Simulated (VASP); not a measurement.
Write the native input for VASP 6.6.1 that does the following.

- Task: relaxation of cell and atoms
- Functional: PBEsol
- Potentials or basis: VASP PAW PBE potentials, release 64 (Be, S)
- Cutoff: 600 eV
- k mesh: 4 × 4 × 4
- Occupations: gaussian, width 0.02 eV
- Spin: no spin polarisation
- Further INCAR settings: ALGO = Fast; EDIFF = 1e-07; IBRION = 2; EDIFFG = -0.005; NSW = 90; ISIF = 3

The structure of BeS lies in POSCAR:

```
BeS
1.0
    0.0000000000      2.4351516500      2.4351516500
    2.4351516500      0.0000000000      2.4351516500
    2.4351516500      2.4351516500      0.0000000000
Be S
1 1
Direct
    0.0000000000      0.0000000000      0.0000000000
    0.2500000000      0.2500000000      0.2500000000
```

The cell is a database's computed one.

One way to write it, as run:

INCAR

```
SYSTEM = BeS
PREC     = Accurate       ! precision mode
ENCUT    = 600            ! plane-wave cutoff, eV
EDIFF    = 1E-7           ! SCF threshold, eV
ISMEAR   = 0              ! smearing method
SIGMA    = 0.02           ! smearing width, eV
LREAL    = .FALSE.        ! projectors in reciprocal space
LASPH    = .TRUE.         ! aspherical terms in the spheres
NELM     = 80             ! most SCF steps
ALGO     = Fast           ! electronic algorithm
ISIF     = 3              ! what is computed and relaxed
LWAVE    = .FALSE.        ! write WAVECAR
LCHARG   = .FALSE.        ! write CHGCAR
GGA      = PS             ! functional
IBRION   = 2              ! ionic algorithm
NSW      = 90             ! ionic steps
EDIFFG   = -0.005         ! ionic threshold
```

KPOINTS

```
Automatic mesh
0
G
  4 4 4
  0 0 0
```

Potentials or basis: VASP PAW PBE potentials, release 64 (Be, S).

The run is started by

```sh
$ cat potpaw_PBE.64/Be/POTCAR potpaw_PBE.64/S/POTCAR > POTCAR
$ mpirun -np 1 vasp_std > vasp.out
```

It gave:

| Property | Result |
| --- | --- |
| Relaxed volume | 14.27 Å³/atom |
| Relaxed cell | a = 3.430 Å, b = 3.430 Å, c = 3.430 Å, α = 60.00°, β = 60.00°, γ = 60.00° |
| Space group after relaxing (to 0.05 Å) | F-43m (No. 216) |
| Energy gained by relaxing | 0.6 meV/atom |
| Ionic steps | 3 |
| Pressure after relaxing | 0.0 GPa |
| Band gap on the k mesh | 2.91 eV, indirect (least direct gap 5.59 eV) |

Caveat: the k mesh is coarse (spacing up to 0.56 Å⁻¹), so the values aren't converged; the PAW data sets were made with another functional, which shifts forces and pressure a little.

It took 11 s on 1 thread of Intel(R) Xeon(R) Platinum 8259CL CPU @ 2.50GHz (Skylake/Cascade Lake) (shared host), peak memory 0.15 GiB.
